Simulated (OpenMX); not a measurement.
The system is MoS2.

```
CELL_PARAMETERS angstrom
1.58000 0.91221 6.15000
-1.58000 0.91221 6.15000
0.00000 -1.82443 6.15000
ATOMIC_POSITIONS crystal
Mo 0.00000 0.00000 0.00000
S 0.41700 0.41700 0.41700
S 0.25000 0.25000 0.25000
```

Measurements of this composition are mostly on another form, of space group No. 194.

| Quantity | Value |
| --- | --- |
| Program | OpenMX 3.8.5 |
| Task | single point |
| Functional | PBE |
| Potentials or basis | OpenMX 2013 PBE set, Mo7.0-s3p2d2, S7.0-s2p2d1f1, grid cutoff 400 Ry |
| k mesh | 11 × 11 × 11 |
| Occupations | fermi-dirac, width 0.05 eV |
| Spin | no spin polarisation |

On this cell: pressure 9.2 GPa; largest force 1.030 eV/Å; band gap on the k mesh 0.94 eV, indirect (least direct gap 1.88 eV).

The same run follows on a disturbed copy (atoms moved at random, drawn with an rms of 0.05 Å):

```
Mo S
1.0
     1.58000    0.91221    6.15000
    -1.58000    0.91221    6.15000
     0.00000   -1.82443    6.15000
Mo S
1 2
Direct
  0.00109 0.99465 0.00229
  0.39382 0.43175 0.43359
  0.24200 0.24394 0.26031
```

What does the disturbed cell give?

The energy moves by +0.8 meV/atom; pressure 5.8 GPa; largest force 1.340 eV/Å; band gap on the k mesh 0.87 eV, indirect (least direct gap 1.90 eV).

Forces on the atoms (eV/Å):
```
Mo  -0.842 -0.537  0.893
S    0.662  0.268 -0.159
S    0.176  0.272 -0.692
```

Caveats: an odd mesh through Γ misses points on the zone boundary, where band edges often lie; the basis of atomic orbitals isn't converged, which shifts pressures, moduli and gaps; forces of over 1 eV/Å show positions far from the minimum, so gaps and moduli don't describe the material at rest (some runs).
